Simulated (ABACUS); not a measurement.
The system is SnO.

```
CELL_PARAMETERS angstrom
3.81370 0.00000 0.00000
0.00000 3.81370 0.00000
0.00000 0.00000 4.88691
ATOMIC_POSITIONS crystal
Sn 0.50000 0.00000 0.76463
Sn 0.00000 0.50000 0.23537
O 0.00000 0.00000 0.00000
O 0.50000 0.50000 0.00000
```

The cell is a database's computed one.

- Program: ABACUS 3.10.1
- Task: single point
- Functional: PBE
- Potentials or basis: PseudoDojo NC SR 0.4.1 PBE standard
- Cutoff: 1143 eV
- Density cutoff: 4572 eV
- Basis: plane waves
- k mesh: 7 × 7 × 6
- Occupations: fermi-dirac, width 0.05 eV
- Spin: no spin polarisation

On this cell: pressure 4.1 GPa; largest force 0.467 eV/Å; band gap on the k mesh 0.37 eV, indirect (least direct gap 2.07 eV).

The same run follows on a disturbed copy (atoms moved at random, drawn with an rms of 0.05 Å):

```
CELL_PARAMETERS angstrom
3.81370 0.00000 0.00000
0.00000 3.81370 0.00000
0.00000 0.00000 4.88691
ATOMIC_POSITIONS crystal
Sn 0.50918 0.99567 0.76977
Sn 0.00319 0.50075 0.22490
O 0.00685 0.00345 0.99809
O 0.49356 0.49563 0.99839
```

Question: What does the disturbed cell give?

Answer: The energy moves by +18.9 meV/atom; pressure 6.7 GPa; largest force 1.251 eV/Å; band gap on the k mesh 0.61 eV, indirect (least direct gap 1.97 eV).

Forces in eV/Å, atoms in the order of the input:
```
Sn  -0.110  0.047 -1.158
Sn  -0.116  0.005  1.246
O   -0.190 -0.193 -0.028
O    0.415  0.141 -0.060
```

Stress tensor (GPa, compression positive):
```
 6.90  0.04 -0.21
 0.04  6.78  0.02
-0.21  0.02  6.35
```

Caveats: spin-orbit coupling is left out, which moves the levels of the heavy elements; an odd mesh through Γ misses points on the zone boundary, where band edges often lie.
